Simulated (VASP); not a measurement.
# Mg (P6_3/mmc) in VASP: notebook

One crystal, Mg, is run at these levels: B3LYP, PBE0; tasks: band structure.

Program: VASP 6.6.1. These are calculated values, not measurements. Logs are shortened: lines on timing, memory, paths and dates and some standing lists are left out, and cuts for length are marked.

## (1) The crystal as given

Symmetry: P6_3/mmc, No. 194, hexagonal system. Conventional cell: a = 3.209 Å, b = 3.209 Å, c = 5.210 Å, α = 90.00°, β = 90.00°, γ = 120.00°. Mg (site symmetry -6m2) has 12 Mg at 3.20 to 3.21 Å as nearest neighbours.

## (2) Band structure, B3LYP

File POSCAR:

```
Mg
1.0
    3.2093000000      0.0000000000      0.0000000000
   -1.6046500000      2.7793353284      0.0000000000
    0.0000000000      0.0000000000      5.2103000000
Mg
2
Direct
    0.6666666667      0.3333333333      0.7500000000
    0.3333333333      0.6666666667      0.2500000000
```

File INCAR.step1:

```
SYSTEM = Mg
PREC     = Accurate       ! precision mode
ENCUT    = 520            ! plane-wave cutoff, eV
EDIFF    = 1E-5           ! SCF threshold, eV
ISMEAR   = -1             ! smearing method
SIGMA    = 0.05           ! smearing width, eV
LREAL    = .FALSE.        ! projectors in reciprocal space
LASPH    = .TRUE.         ! aspherical terms in the spheres
NELM     = 60             ! most SCF steps
ALGO     = Normal         ! electronic algorithm
ISIF     = 2              ! what is computed and relaxed
LWAVE    = .TRUE.         ! write WAVECAR
LCHARG   = .FALSE.        ! write CHGCAR
NBANDS   = 9              ! bands
GGA      = PE             ! functional
```

File INCAR.step2:

```
SYSTEM = Mg
PREC     = Accurate       ! precision mode
ENCUT    = 520            ! plane-wave cutoff, eV
EDIFF    = 1E-7           ! SCF threshold, eV
ISMEAR   = -1             ! smearing method
SIGMA    = 0.05           ! smearing width, eV
LREAL    = .FALSE.        ! projectors in reciprocal space
LASPH    = .TRUE.         ! aspherical terms in the spheres
NELM     = 60             ! most SCF steps
ALGO     = Normal         ! electronic algorithm
ISIF     = 2              ! what is computed and relaxed
LWAVE    = .FALSE.        ! write WAVECAR
LCHARG   = .FALSE.        ! write CHGCAR
GGA      = B3             ! functional
LHFCALC  = .TRUE.         ! exact exchange
AEXX     = 0.2            ! exact-exchange fraction
AGGAX    = 0.72         
AGGAC    = 0.81         
ALDAC    = 0.19         
PRECFOCK = Fast         
NBANDS   = 9              ! bands
ISTART   = 1
```

File KPOINTS:

```
regular mesh
0
G
  5 5 3
  0 0 0
```

File KPOINTS_OPT:

```
path GMKGALHA,LM,KH
12
line-mode
reciprocal
 0.0000000000  0.0000000000  0.0000000000  G
 0.5000000000  0.0000000000  0.0000000000  M

 0.5000000000  0.0000000000  0.0000000000  M
 0.3333333333  0.3333333333  0.0000000000  K

 0.3333333333  0.3333333333  0.0000000000  K
 0.0000000000  0.0000000000  0.0000000000  G

 0.0000000000  0.0000000000  0.0000000000  G
 0.0000000000  0.0000000000  0.5000000000  A

 0.0000000000  0.0000000000  0.5000000000  A
 0.5000000000  0.0000000000  0.5000000000  L

 0.5000000000  0.0000000000  0.5000000000  L
 0.3333333333  0.3333333333  0.5000000000  H

 0.3333333333  0.3333333333  0.5000000000  H
 0.0000000000  0.0000000000  0.5000000000  A

 0.5000000000  0.0000000000  0.5000000000  L
 0.5000000000  0.0000000000  0.0000000000  M

 0.3333333333  0.3333333333  0.0000000000  K
 0.3333333333  0.3333333333  0.5000000000  H
```

Potentials or basis: VASP PAW PBE potentials, release 64 (Mg).

Run with:

```
cat potpaw_PBE.64/Mg/POTCAR > POTCAR
cp INCAR.step1 INCAR
mpirun -np 1 vasp_std > vasp.out
cp INCAR.step2 INCAR
mpirun -np 1 vasp_std > vasp.out
```

OUTCAR:

```text
SYSTEM = Mg
   PREC = Accurate
   ENCUT = 520
   EDIFF = 1E-7
   ISMEAR = -1
   LREAL = .FALSE.
   LASPH = .TRUE.
   NELM = 60
   ISIF = 2
   GGA = B3
   LHFCALC = .TRUE.
   AEXX = 0.2
   PRECFOCK = Fast
   ISTART = 1

 ion  position               nearest neighbor table
   1  0.667  0.333  0.750-   2 3.20   2 3.20   2 3.20   2 3.20   2 3.20   2 3.20
   2  0.333  0.667  0.250-   1 3.20   1 3.20   1 3.20   1 3.20   1 3.20   1 3.20

  LATTYP: Found a hexagonal cell.
 ALAT       =     3.2093000000
 C/A-ratio  =     1.6235004518

  Lattice vectors:

 A1 = (   3.2093000000,   0.0000000000,   0.0000000000)
 A2 = (  -1.6046500000,   2.7793353284,   0.0000000000)
 A3 = (   0.0000000000,   0.0000000000,   5.2103000000)

Analysis of symmetry for initial positions (statically):
=====================================================================
 Subroutine PRICEL returns:
 Original cell was already a primitive cell.

 Routine SETGRP: Setting up the symmetry group for a
 hexagonal supercell.

 Subroutine GETGRP returns: Found 24 space group operations
 (whereof 12 operations were pure point group operations)
 out of a pool of 24 trial point group operations.

The static configuration has the point symmetry D_3d.
 The point group associated with its full space group is D_6h.

Analysis of symmetry for dynamics (positions and initial velocities):
=====================================================================
 Subroutine PRICEL returns:
 Original cell was already a primitive cell.

 Routine SETGRP: Setting up the symmetry group for a
 hexagonal supercell.

 Subroutine GETGRP returns: Found 24 space group operations
 (whereof 12 operations were pure point group operations)
 out of a pool of 24 trial point group operations.

The dynamic configuration has the point symmetry D_3d.
 The point group associated with its full space group is D_6h.

 Subroutine INISYM returns: Found 24 space group operations
 (whereof 12 operations are pure point group operations),
 and found     1 'primitive' translations

----------------------------------------------------------------------------------------

                                     Primitive cell

  volume of cell :      46.4744

  direct lattice vectors                    reciprocal lattice vectors
     3.209300000  0.000000000  0.000000000     0.311594429  0.179899127  0.000000000
    -1.604650000  2.779335328  0.000000000     0.000000000  0.359798255  0.000000000
     0.000000000  0.000000000  5.210300000     0.000000000  0.000000000  0.191927528

  length of vectors
     3.209300000  3.209300000  5.210300000     0.359798255  0.359798255  0.191927528

  position of ions in fractional coordinates (direct lattice)
     0.666666667  0.333333333  0.750000000
     0.333333333  0.666666667  0.250000000

  ion indices of the primitive-cell ions
   primitive index   ion index
                 1           1
                 2           2

----------------------------------------------------------------------------------------

 KPOINTS: regular mesh

Automatic generation of k-mesh.
 Grid dimensions read from file:
 generate k-points for:    5    5    3

 Generating k-lattice:

  Cartesian coordinates                     Fractional coordinates (reciprocal lattice)
     0.062318886  0.035979825  0.000000000     0.200000000 -0.000000000  0.000000000
     0.000000000  0.071959651  0.000000000     0.000000000  0.200000000  0.000000000
     0.000000000  0.000000000  0.063975843     0.000000000  0.000000000  0.333333333

  Length of vectors
     0.071959651  0.071959651  0.063975843

  Shift w.r.t. Gamma in fractional coordinates (k-lattice)
     0.000000000  0.000000000  0.000000000

 Subroutine IBZKPT returns following result:
 ===========================================

 Found     10 irreducible k-points:

 Following reciprocal coordinates:
            Coordinates               Weight
  0.000000  0.000000  0.000000      1.000000
  0.200000  0.000000  0.000000      6.000000
  0.400000  0.000000  0.000000      6.000000
  0.200000  0.200000  0.000000      6.000000
  0.400000  0.200000  0.000000      6.000000
  0.000000  0.000000  0.333333      2.000000
  0.200000  0.000000  0.333333     12.000000
  0.400000  0.000000  0.333333     12.000000
  0.200000  0.200000  0.333333     12.000000
  0.400000  0.200000  0.333333     12.000000
   k-points           NKPTS =     10   k-points in BZ     NKDIM =     75   number of bands    NBANDS=      9
   number of dos      NEDOS =    301   number of ions     NIONS =      2
   total plane-waves  NPLWV =  23040
   dimension x,y,z NGX =    24 NGY =   24 NGZ =   40
   dimension x,y,z NGXF=    48 NGYF=   48 NGZF=   80
   ions per type =               2
   NGX,Y,Z   is equivalent  to a cutoff of  12.43, 12.43, 12.76 a.u.
   NGXF,Y,Z  is equivalent  to a cutoff of  24.86, 24.86, 25.53 a.u.
 SYSTEM =  Mg
   PREC   = accura    normal or accurate (medium, high low for compatibility)
[... 26 lines left out ...]
   IMIX   =      1    mixing-type and parameters
     AMIX     =   0.40;   BMIX     =  1.00
     AMIX_MAG =   1.60;   BMIX_MAG =  1.00
  volume/ion in A,a.u.               =      23.24       156.81
  Fermi-wavevector in a.u.,A,eV,Ry     =   0.722809  1.365911  7.108401  0.522453
  Thomas-Fermi vector in A             =   1.812866
   LORBIT       =      0    0 simple, 1 ext, 2 COOP (PROOUT), +10 PAW based schemes
   GGA     = B3    functional components
   LHFCALC =     T    Hartree Fock is set to
   PRECFOCK=fast      Normal, Fast or Accurate (Low or Medium for compatibility)
   ENCUT4O =  -1.0   cutoff for four orbital integrals eV
   NKREDX  =     1    reduce k-point grid by
   NKREDY  =     1    reduce k-point grid by
   NKREDZ  =     1    reduce k-point grid by
   AEXX    =    0.2000 exact exchange contribution
   HFSCREEN=    0.0000 screening length (either q_TF or 0.3 A-1)
   HFSCREENC=   0.0000 screening length for correlation (either q_TF or 0.3 A-1)
   ENCUTFOCK=  -1.0 apply spherical cutoff to Coloumb kernel
   IVDW    =     0    specifies the selected vdW correction
   LEPSILON=     F    determine dielectric tensor
   LRPA    =     F    only Hartree local field effects (RPA)
 non-spin polarized calculation
  energy-cutoff  :      520.00
  volume of cell :       46.47
 maximum number of plane-waves:      1265
 NGX is ok and might be reduce to    24
  NGX = 14; NGY = 14; NGZ = 24

 number of electron       4.0000000 magnetization

 Free energy of the ion-electron system (eV)
  ---------------------------------------------------
  ext. energy  EPLUGINS =         0.00000000
  ---------------------------------------------------
  free energy    TOTEN  =        -1.83651718 eV

  energy without entropy =       -1.83291220  energy(sigma->0) =       -1.83471469

 E-fermi :   2.5334     XC(G=0):  -6.7815

 val. band max:        2.4529014945   @ k =   0.4000   0.0000   0.0000
 cond. band min:       3.6796955630   @ k =   0.2000   0.2000   0.0000
 fundamental gap:      1.2267940684
 Fermi energy:         2.5333753017

 k-point     1 :       0.0000    0.0000    0.0000
  band No.  band energies     occupation
      1      -5.2926      2.00000
      2       0.6862      2.00000
      3       1.0270      2.00000
      4      14.6164      0.00000
      5      14.6164      0.00000
      6      14.6346      0.00000
      7      14.6346      0.00000
      8      15.5407      0.00000
      9      17.0089      0.00000

 k-point     2 :       0.2000    0.0000    0.0000
  band No.  band energies     occupation
      1      -4.4211      2.00000
      2       1.5567      2.00000
      3       1.9260      1.99999
      4       8.6561      0.00000
      5      11.9343      0.00000
      6      12.4585      0.00000
      7      13.5806      0.00000
      8      14.6117      0.00000
      9      16.6151      0.00000

 k-point     3 :       0.4000    0.0000    0.0000
  band No.  band energies     occupation
      1      -1.8172      2.00000
      2       2.4529      1.66668
      3       4.4863      0.00000
      4       5.1912      0.00000
      5       8.4162      0.00000
      6       8.7838      0.00000
      7      10.5801      0.00000
      8      12.0159      0.00000
      9      15.1250      0.00000
[... 61 lines left out ...]
 k-point     9 :       0.2000    0.2000    0.3333
  band No.  band energies     occupation
      1      -1.9914      2.00000
      2       0.0970      2.00000
      3       6.7148      0.00000
      4       6.7730      0.00000
      5       8.1025      0.00000
      6       8.8347      0.00000
      7       9.4220      0.00000
      8      13.6943      0.00000
      9      15.7305      0.00000

 k-point    10 :       0.4000    0.2000    0.3333
  band No.  band energies     occupation
      1       1.3728      2.00000
      2       1.4534      2.00000
      3       3.9355      0.00000
      4       4.0752      0.00000
      5       6.2340      0.00000
      6       7.9879      0.00000
      7      11.4992      0.00000
      8      11.6543      0.00000
      9      15.0138      0.00000

------------------------ aborting loop because EDIFF is reached ----------------------------------------

  FORCE on cell =-STRESS in cart. coord.  units (eV):
  Direction    XX          YY          ZZ          XY          YZ          ZX
  --------------------------------------------------------------------------------------
  -------------------------------------------------------------------------------------
  Total       -0.1765803     -0.1765803      0.0239908      0.0000000     -0.0000000      0.0000000
  in kB       -6.0874966     -6.0874966      0.8270691      0.0000000     -0.0000000      0.0000000
  external PRESSURE =      -3.7826414 kB  Pullay stress =       0.0000000 kB

 VOLUME and BASIS-vectors are now :
 -----------------------------------------------------------------------------
  energy-cutoff  :      520.00
  volume of cell :       46.47
      direct lattice vectors                 reciprocal lattice vectors
     3.209300000  0.000000000  0.000000000     0.311594429  0.179899127  0.000000000
    -1.604650000  2.779335328  0.000000000     0.000000000  0.359798255  0.000000000
     0.000000000  0.000000000  5.210300000     0.000000000  0.000000000  0.191927528

 POSITION                                       TOTAL-FORCE (eV/Angst)
 -----------------------------------------------------------------------------------
      1.60465      0.92645      3.90773         0.000000      0.000000     -0.000000
     -0.00000      1.85289      1.30258        -0.000000      0.000000      0.000000
 -----------------------------------------------------------------------------------
    total drift:                               -0.000000     -0.000000     -0.000000

  FREE ENERGIE OF THE ION-ELECTRON SYSTEM (eV)
  ---------------------------------------------------
  free  energy   TOTEN  =        -1.8365171795 eV

  energy  without entropy=       -1.8329121994  energy(sigma->0) =       -1.83471469
```

Wall time 2 min (1 thread of Intel Xeon 6975P-C (Granite Rapids), shared host); peak memory 0.2 GiB.

What came out:

* Free energy: -1.8365 eV
* Pressure: -0.4 GPa

Stress tensor (GPa, compression positive):
```
-0.61  0.00  0.00
 0.00 -0.61  0.00
 0.00  0.00  0.08
```

Levels at the corners of the path, in eV from the Fermi level:
| point | band 1 | band 2 | band 3 | band 4 | band 5 | band 6 |
| --- | --- | --- | --- | --- | --- | --- |
| Γ | -7.83 | -1.85 | -1.51 | 12.08 | 12.08 | 12.10 |
| M | -2.23 | -2.13 | 3.52 | 4.00 | 4.12 | 4.49 |
| M | -2.23 | -2.13 | 3.52 | 4.00 | 4.12 | 4.49 |
| K | -0.40 | -0.40 | -0.24 | 5.09 | 5.09 | 5.29 |
| K | -0.40 | -0.40 | -0.24 | 5.09 | 5.09 | 5.29 |
| Γ | -7.83 | -1.85 | -1.51 | 12.08 | 12.08 | 12.10 |
| Γ | -7.83 | -1.85 | -1.51 | 12.08 | 12.08 | 12.10 |
| A | -6.15 | -6.15 | 5.98 | 5.98 | 12.83 | 12.83 |
| A | -6.15 | -6.15 | 5.98 | 5.98 | 12.83 | 12.83 |
| L | -0.86 | -0.86 | 0.01 | 0.01 | 9.09 | 9.09 |
| L | -0.86 | -0.86 | 0.01 | 0.01 | 9.09 | 9.09 |
| H | 0.61 | 0.61 | 1.35 | 1.35 | 2.15 | 2.15 |
| H | 0.61 | 0.61 | 1.35 | 1.35 | 2.15 | 2.15 |
| A | -6.15 | -6.15 | 5.98 | 5.98 | 12.83 | 12.83 |
| L | -0.86 | -0.86 | 0.01 | 0.01 | 9.09 | 9.09 |
| M | -2.23 | -2.13 | 3.52 | 4.00 | 4.12 | 4.49 |
| K | -0.40 | -0.40 | -0.24 | 5.09 | 5.09 | 5.29 |
| H | 0.61 | 0.61 | 1.35 | 1.35 | 2.15 | 2.15 |

Caveat: the k mesh is coarse (spacing up to 0.45 Å⁻¹), so the values aren't converged, least of all with exact exchange; an unscreened hybrid on a path of extra k points without a Coulomb cutoff has errors near the mesh points, so the bands along the path aren't reliable; the PAW data sets were made with another functional, which shifts forces and pressure a little.

## (3) Band structure, PBE0

POSCAR is that of step 2.

File INCAR.step1:

```
PREC     = Accurate       # precision mode
ENCUT    = 520            # plane-wave cutoff, eV
EDIFF    = 1E-5           # SCF threshold, eV
ISMEAR   = -1             # smearing method
SIGMA    = 0.05           # smearing width, eV
LREAL    = False          # projectors in reciprocal space
LASPH    = True           # aspherical terms in the spheres
NELM     = 60             # most SCF steps
ALGO     = Normal         # electronic algorithm
ISIF     = 2              # what is computed and relaxed
LWAVE    = True           # write WAVECAR
LCHARG   = False          # write CHGCAR
NBANDS   = 9              # bands
GGA      = PE             # functional
```

File INCAR.step2:

```
PREC     = Accurate       # precision mode
ENCUT    = 520            # plane-wave cutoff, eV
EDIFF    = 1E-7           # SCF threshold, eV
ISMEAR   = -1             # smearing method
SIGMA    = 0.05           # smearing width, eV
LREAL    = False          # projectors in reciprocal space
LASPH    = True           # aspherical terms in the spheres
NELM     = 60             # most SCF steps
ALGO     = Normal         # electronic algorithm
ISIF     = 2              # what is computed and relaxed
LWAVE    = False          # write WAVECAR
LCHARG   = False          # write CHGCAR
GGA      = PE             # functional
LHFCALC  = True           # exact exchange
AEXX     = 0.25           # exact-exchange fraction
PRECFOCK = Normal       
NBANDS   = 9              # bands
ISTART   = 1
```

File KPOINTS:

```
regular mesh
0
Gamma
  5 5 3
```

KPOINTS_OPT: that of step 2 with these lines changed.

```diff
@@ -1,3 +1,3 @@
 path GMKGALHA,LM,KH
-12
+8
 line-mode
```

Potentials or basis: VASP PAW PBE potentials, release 64 (Mg).

Run with:

```
cat potpaw_PBE.64/Mg/POTCAR > POTCAR
cp INCAR.step1 INCAR
mpirun -np 1 vasp_std > vasp.out
cp INCAR.step2 INCAR
mpirun -np 1 vasp_std > vasp.out
```

Run time: 7.2 min. Hardware: 1 thread of Intel Xeon Platinum 8259CL at 2.50GHz (Skylake/Cascade Lake), shared host; peak memory 0.2 GiB.

It converged, with:

| Property | Result |
| --- | --- |
| Free energy | -3.1924 eV |
| Pressure | -0.8 GPa |

Stress tensor (GPa, compression positive):
```
-1.06  0.00  0.00
 0.00 -1.06  0.00
 0.00  0.00 -0.32
```

Levels at the corners of the path, in eV from the Fermi level:
| point | band 1 | band 2 | band 3 | band 4 | band 5 | band 6 | band 7 |
| --- | --- | --- | --- | --- | --- | --- | --- |
| Γ | -8.07 | -2.00 | -1.47 | 12.39 | 12.39 | 12.52 | 12.52 |
| M | -2.22 | -2.20 | 3.72 | 4.09 | 4.38 | 4.81 | 8.19 |
| M | -2.22 | -2.20 | 3.72 | 4.09 | 4.38 | 4.81 | 8.19 |
| K | -0.30 | -0.29 | -0.29 | 5.33 | 5.33 | 5.53 | 6.04 |
| K | -0.30 | -0.29 | -0.29 | 5.33 | 5.33 | 5.53 | 6.04 |
| Γ | -8.07 | -2.00 | -1.47 | 12.39 | 12.39 | 12.52 | 12.52 |
| Γ | -8.07 | -2.00 | -1.47 | 12.39 | 12.39 | 12.52 | 12.52 |
| A | -6.33 | -6.33 | 6.24 | 6.24 | 13.17 | 13.17 | 13.17 |
| A | -6.33 | -6.33 | 6.24 | 6.24 | 13.17 | 13.17 | 13.17 |
| L | -0.85 | -0.85 | 0.16 | 0.16 | 9.41 | 9.41 | 9.42 |
| L | -0.85 | -0.85 | 0.16 | 0.16 | 9.41 | 9.41 | 9.42 |
| H | 0.71 | 0.71 | 1.38 | 1.38 | 2.45 | 2.45 | 12.37 |
| H | 0.71 | 0.71 | 1.38 | 1.38 | 2.45 | 2.45 | 12.37 |
| A | -6.33 | -6.33 | 6.24 | 6.24 | 13.17 | 13.17 | 13.17 |
| L | -0.85 | -0.85 | 0.16 | 0.16 | 9.41 | 9.41 | 9.42 |
| M | -2.22 | -2.20 | 3.72 | 4.09 | 4.38 | 4.81 | 8.19 |
| K | -0.30 | -0.29 | -0.29 | 5.33 | 5.33 | 5.53 | 6.04 |
| H | 0.71 | 0.71 | 1.38 | 1.38 | 2.45 | 2.45 | 12.37 |

Caveat: the k mesh is coarse (spacing up to 0.45 Å⁻¹), so the values aren't converged, least of all with exact exchange; an unscreened hybrid on a path of extra k points without a Coulomb cutoff has errors near the mesh points, so the bands along the path aren't reliable; the PAW data sets were made with another functional, which shifts forces and pressure a little.

## (4) The reference run

An earlier run on the cell as given: functional PBE; potentials or basis VASP PAW PBE potentials, release 64 (Mg); cutoff 520 eV; k mesh 10 × 10 × 5; occupations fermi-dirac, width 0.05 eV; no spin polarisation.

- Pressure: -0.5 GPa
- Band gap on the k mesh: none (metal or under the smearing width)

## (5) Summary

```csv
task,level,k mesh,grid for exact exchange (PRECFOCK),exchange at q = 0,mesh quality,pressure (GPa)
band structure,B3LYP,5 × 5 × 3,Fast,default,coarse,-0.4
band structure,PBE0,5 × 5 × 3,Normal,default,coarse,-0.8
single point,PBE,10 × 10 × 5,-,-,not flagged,-0.5
```

Alike in all rows: potentials or basis VASP PAW PBE potentials, release 64 (Mg); no spin polarisation; cell as given; cutoff (eV) 520; smearing fermi-dirac 0.05 eV.

Caveats: some runs use coarse meshes; an unscreened hybrid on a path of extra k points without a Coulomb cutoff has errors near the mesh points, so the bands along the path aren't reliable (some runs); the PAW data sets were made with another functional, which shifts forces and pressure a little (some runs).

Total energies depend on the potentials used, so only differences within one code and one set of settings carry meaning.
